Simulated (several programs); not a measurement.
## What each method gives for GeS (Pnma)

Measured values to be reproduced:
- volume: 20.57 Å³ an atom (from the lattice constants; a, out-of-plane axis (Pnma); 300 K; “Unraveling electronic structure of GeS through ARPES and its correlation with anisotropic optical and transport behavior”; 2024; arxiv:2405.14817)

An 8-atom cell of GeS started from a crystallographic database, relaxed with r2SCAN+rVV10 in Ansatz, was computed with several methods. It is orthorhombic, Pnma (No. 62); conventional cell a = 10.608 Å, b = 3.608 Å, c = 4.422 Å, 21.16 Å³ an atom. Around Ge lie 3 S at 2.42–2.44 Å; around S lie 3 Ge at 2.42–2.44 Å. Spin-unpolarised throughout.

```cif
data_structure
_symmetry_space_group_name_H-M 'P 1'
_symmetry_Int_Tables_number 1
_cell_length_a 10.6078
_cell_length_b 3.6081
_cell_length_c 4.4223
_cell_angle_alpha 90.000
_cell_angle_beta 90.000
_cell_angle_gamma 90.000
_cell_volume 169.26
loop_
_atom_site_label
_atom_site_type_symbol
_atom_site_fract_x
_atom_site_fract_y
_atom_site_fract_z
_atom_site_occupancy
Ge1 Ge 0.12508 0.25000 0.12823 1
Ge2 Ge 0.37492 0.75000 0.62823 1
Ge3 Ge 0.62508 0.25000 0.37177 1
Ge4 Ge 0.87492 0.75000 0.87177 1
S1 S 0.84723 0.25000 0.51187 1
S2 S 0.65277 0.75000 0.01187 1
S3 S 0.34723 0.25000 0.98813 1
S4 S 0.15277 0.75000 0.48813 1
```

Gaps and times are for a single point on this cell; volume and bulk modulus come from each method's own relaxation or energy curve at fixed shape, which is too stiff where a cell has free coordinates or axes. Times are rough, from shared hosts (Arm Neoverse V2; Intel Xeon Platinum 8259CL CPU @ 2.50GHz), and each method has its own mesh and cell size. A double dagger marks a value from a curve with shape and coordinates held. PM6 (MOPAC), PM7 (MOPAC), GFN1-xTB (tblite), GFN2-xTB (tblite) treat a cluster of cells at its zone centre, which samples few k points: where these miss a band edge, the gap comes out too large for that reason alone. Gaps from k meshes are read at a limited set of points (mesh, symmetry points, PBE's band edges), so each method's own least gap may be somewhat smaller. xTB and the PM methods were fitted mostly to molecules, and can miss a solid's gap by electronvolts. Minimal bases can be far off for gaps. Times of the plane-wave ladder aren't listed, since it ran on unlike processors and cards. Curves at held shape can't give the bulk modulus of a layered or molecular crystal, so none is listed. GLLB-SC's gap includes the derivative discontinuity. d marks a direct gap, i an indirect one (no mark: not told apart), a dash a value that wasn't computed or didn't pass its checks.

```tsv
method	kind	gap (eV)	own volume (Å³/atom)	bulk modulus (GPa)	atoms computed	processor time
PBE-D3(BJ)	semilocal	–	21.40	–	8	–
r2SCAN+rVV10	semilocal	–	21.16	–	8	–
PBE-D4	semilocal	–	20.04	–	8	–
light PBE (260 eV and a coarse mesh)	light plane-wave	1.11 d	–	–	8	4 s
GFN1-xTB (tblite)	tight binding	1.40	–	–	cluster	7.5 s
GFN2-xTB (tblite)	tight binding	2.42	–	–	cluster	8.5 s
PM6 (MOPAC)	semi-empirical	5.89	–	–	cluster	11 s
PBE/SZV (CP2K)	small basis	1.66 d	21.41‡	–	8	15 s
PM7 (MOPAC)	semi-empirical	5.58	19.45‡	–	cluster	17 s
PBE/DZVP (CP2K)	small basis	1.08 d	22.11‡	–	8	25 s
PBE	semilocal	1.10 d	–	–	8	–
LDA	semilocal	1.01 d	–	–	8	–
r2SCAN	semilocal	1.30 d	–	–	8	–
GLLB-SC (GPAW)	model potential	1.89	–	–	8	89 s
PBE+SOC	semilocal	1.10 d	–	–	8	–
HSE06	hybrid	1.69 d	–	–	8	–
PBE0	hybrid	2.36 d	–	–	8	–
r2SCANh	hybrid	1.77 d	–	–	8	–
DDH-PBE0	hybrid	1.52 d	–	–	8	–
```

Against HSE06 (1.69 eV) and with closed or daggered gaps left aside, the nearest gap at the points sampled is that of PBE/SZV (CP2K) (-0.03 eV) and the farthest that of PM6 (MOPAC) (+4.20 eV). HSE06 is only a yardstick of convenience, and nearness to it can be luck.

Comparison with experiment:
- Volume, measured 20.57 Å³ an atom: PBE-D3(BJ) +4.1 %, r2SCAN+rVV10 +2.9 %, PBE-D4 -2.5 %.
The calculations are for a static lattice; samples hold vibrations, temperature and, in optical gaps, excitons. A measured value is shown where most reports agree with it, and only for the quantities listed.

Only the rows marked +SOC include spin-orbit coupling.
